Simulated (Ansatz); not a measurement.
**CdS: response to strain**

Aim: deform CdS (equal xx and yy strain of +1 %) and compute stress, forces and field gradients with LAPW, PAW and all-electron datasets made for the crystal.

Program: Ansatz 0.2.0. Level of theory: DFT PBEsol, scalar-relativistic. These are calculated values, not measurements.

## Step 1: The system as given

It takes space group P6_3mc (No. 186, hexagonal). The conventional cell has a = 4.135 Å, b = 4.135 Å, c = 6.749 Å, α = 90.00°, β = 90.00°, γ = 120.00°. Cd (site symmetry 3m) is surrounded by 4 S at 2.51 to 2.60 Å. S (site symmetry 3m) is surrounded by 4 Cd at 2.51 to 2.60 Å.

As a file:

```cif
data_structure
_symmetry_space_group_name_H-M 'P6_3mc'
_symmetry_Int_Tables_number 186
_cell_length_a 4.1348
_cell_length_b 4.1348
_cell_length_c 6.7490
_cell_angle_alpha 90.000
_cell_angle_beta 90.000
_cell_angle_gamma 120.000
_cell_volume 99.93
loop_
_atom_site_label
_atom_site_type_symbol
_atom_site_symmetry_multiplicity
_atom_site_Wyckoff_symbol
_atom_site_fract_x
_atom_site_fract_y
_atom_site_fract_z
_atom_site_occupancy
Cd1 Cd 2 b 0.33333 0.66667 0.00000 1
S1 S 2 b 0.33333 0.66667 0.38500 1
```

The file gives the conventional cell by its symmetry; the runs use the cell typed in the input.

Atoms are numbered in the order of the input: Cd1, Cd2, S3, S4.

## Step 2: The deformed structure

Space group P6_3mc before, P6_3mc after.

## Step 3: All-electron LAPW

input.yaml reads:

```yaml
crystal:
  lattice:
    - [4.1761471954, 0.0, 0.0]
    - [-2.0880735977, 3.6166495612, 0.0]
    - [0.0, 0.0, 6.749]
  atoms:
    - { symbol: Cd, position: [0.3333333333, 0.6666666667, 0.0] }
    - { symbol: Cd, position: [0.6666666667, 0.3333333333, 0.5] }
    - { symbol: S, position: [0.3333333333, 0.6666666667, 0.385] }
    - { symbol: S, position: [0.6666666667, 0.3333333333, 0.885] }
kpoints:
  mp_grid: { grid: [7, 7, 4] }
  band_path:
    path:
      - [0.0, 0.0, 0.0]
      - [0.5, 0.0, 0.0]
      - [0.3333333333, 0.3333333333, 0.0]
      - [0.0, 0.0, 0.0]
      - [0.0, 0.0, 0.5]
      - [0.5, 0.0, 0.5]
      - [0.3333333333, 0.3333333333, 0.5]
      - [0.0, 0.0, 0.5]
      - [0.5, 0.0, 0.5]
    npoints: 5
scf:
  occupations: { method: fermi_dirac, width: 0.01 }
hamiltonian:
  xc: pbesol
  pseudopotentials: { kind: all_electron, lapw: { basis_error: 0.001 } }
output:
  forces: true
  stress: true
  eigenvalues: true
```

Command:

```sh
$ ansatz run input.yaml --threads 1 --pin off --max-ram 6144MiB --backend cpu --events-out ev --progress --plain --runs-dir out
```

## Step 4: PAW with frozen cores

input.yaml reads:

```yaml
crystal:
  lattice:
    - [4.1761471954, 0.0, 0.0]
    - [-2.0880735977, 3.6166495612, 0.0]
    - [0.0, 0.0, 6.749]
  atoms:
    - { symbol: Cd, position: [0.3333333333, 0.6666666667, 0.0] }
    - { symbol: Cd, position: [0.6666666667, 0.3333333333, 0.5] }
    - { symbol: S, position: [0.3333333333, 0.6666666667, 0.385] }
    - { symbol: S, position: [0.6666666667, 0.3333333333, 0.885] }
kpoints:
  mp_grid: { grid: [7, 7, 4] }
scf:
  occupations: { method: fermi_dirac, width: 0.01 }
hamiltonian:
  xc: pbesol
  pseudopotentials: { kind: paw }
output:
  forces: true
  stress: true
  eigenvalues: true
  efg: { contact_densities: true }
```

## Step 5: All-electron PAW on datasets made for the crystal

input.yaml, as its differences from that of step 4:

```diff
@@ -16,3 +16,3 @@
   xc: pbesol
-  pseudopotentials: { kind: paw }
+  pseudopotentials: { kind: all_electron, datasets: crystal }
 output:
```

(Steps that only read results are left out.)

**Question.** What will these runs give? Wanted: pressure; largest shear or deviatoric stress.

**Answer**, as computed:

| quantity | value |
| --- | --- |
| pressure | LAPW -1.71, PAW -1.73, crystal datasets -1.71 GPa |
| largest shear or deviatoric stress (LAPW) | 0.63 GPa |

What this shows: The largest part of the stress beyond the pressure is 0.63 GPa in size, in the zz component; the atoms are carried along and not relaxed. No run of the undeformed cell stands beside it, so the pressure holds what the given cell had before the change. PAW: stress within 0.03 GPa of LAPW, forces within 1 meV/Å. Crystal datasets: stress within 0.01 GPa of LAPW, forces within 1 meV/Å.
